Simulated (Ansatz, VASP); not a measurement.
# HgSe in VASP and in Ansatz

Contents of INCAR:

```
PREC = Accurate ; ENCUT = 520
EDIFF = 1E-6 ; ISMEAR = -1
SIGMA = 0.05 ; LREAL = False
LASPH = True ; NELM = 100
ALGO = Normal ; ISIF = 2
LWAVE = False ; LCHARG = False
GGA = PE ; NBANDS = 16
```

Contents of KPOINTS:

```
Automatic mesh
0
Gamma
  8 8 8
```

Contents of POSCAR:

```
HgSe
1.0
    0.0000000000      2.9769621844      2.9769621844
    2.9769621844      0.0000000000      2.9769621844
    2.9769621844      2.9769621844      0.0000000000
Hg Se
1 1
Direct
    0.0000000000      0.0000000000      0.0000000000
    0.7500000000      0.7500000000      0.7500000000
```

input.yaml

```yaml
crystal:
  lattice:
    - [0.0, 2.9769621844, 2.9769621844]
    - [2.9769621844, 0.0, 2.9769621844]
    - [2.9769621844, 2.9769621844, 0.0]
  atoms:
    - { symbol: Hg, position: [0.0, 0.0, 0.0] }
    - { symbol: Se, position: [0.75, 0.75, 0.75] }
kpoints:
  mp_grid: { grid: [8, 8, 8] }
scf:
  occupations: { method: fermi_dirac, width: 0.05 }
hamiltonian:
  xc: pbe
  pseudopotentials: { kind: all_electron, lapw: { basis_error: 0.0005 } }
output:
  forces: true
  stress: true
  eigenvalues: true
```

Change from the starting cell: volume scaled by 0.94.

Alike in both runs: task single point; functional PBE; k mesh 8 × 8 × 8; occupations fermi-dirac, width 0.05 eV; no spin polarisation.

```csv
,VASP,Ansatz
version,VASP 6.6.1,Ansatz 0.2.0
potentials or method,"VASP PAW PBE potentials, release 64 (Hg, Se)","all-electron LAPW, scalar-relativistic"
plane-wave cutoff (eV),520,see its input
```

```tsv
	VASP	Ansatz	Ansatz less VASP
gap on the k mesh at the Fermi level (eV)	none	none	-
pressure (GPa)	9.8	9.4	-0.40
```

A gap of «none» marks a metal or a gap that the smearing closes. Ansatz ran all-electron here, so the differences hold the error of VASP's frozen core and of both bases.

Spin-orbit coupling is left out, which matters for the levels of Hg.
